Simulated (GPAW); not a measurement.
Computed results, one entry a study.

## Quasiparticle gap of LiH (honeycomb monolayer) in GPAW

The cell holds 2 atoms: 1 Li and 1 H. Its edges and angles: a = 3.058 Å, b = 3.058 Å, c = 11.400 Å, α = 90.0°, β = 90.0°, γ = 120.0°. Vacuum lies along c.

```xyz
2
Lattice="3.0580 0.0000 0.0000 -1.5290 2.6483 0.0000 0.0000 0.0000 11.4000" Properties=species:S:1:pos:R:3
Li    0.0000    1.7655    5.7042
H     1.5290    0.8828    5.6958
```

```
method               : DFT, LDA, plane waves, PAW (and 1 further level or step)
program              : GPAW 26.7.0
settings of one run  : cutoff 700 eV, GPAW PAW setups 1.2.1 data release, 12×12×1 k-mesh
cost                 : 5 runs, 5.2 min in all on 4 MPI ranks of Arm Neoverse V1, shared host (the runs of this entry)
notes                : Values taken over the cell’s volume include its vacuum. The start is a generated structure, not a measured one. Bands and cutoff are finite, so the gap is not at the basis limit. The miss can reach some tenths of an eV and take either sign; the mesh is an error of its own.
LDA gap              : 3.29 eV, indirect
G0W0 gap on the mesh : 7.23 eV
GW settings          : 12×12×1 mesh, 97 bands, screening to 60 eV, full frequency, Hilbert transform
known limits         : not at the basis limit
```

G0W0 moves the gap on the mesh from 3.29 eV to 7.23 eV (+3.94 eV), with Z of 0.81 and 0.89 at the edges. Only 2 of the mesh's irreducible points were corrected, so a valley elsewhere could overtake.

[Paths, hosts, dates, memory and timing lines, banners, echoed tables and standing remarks are left out of the program output.]

[Logs are printed without paths, hosts, clocks, repeated set-up lines and the standing remarks that a program may print on its own settings, such as how far it seeks lower states.]

[Runs of the session that timed out or met a known fault of the program may be left out.]

[Hosts, paths, dates, database ids (printed as entryN), source tags and the programs' standing remarks are cut or masked in the printed files.]
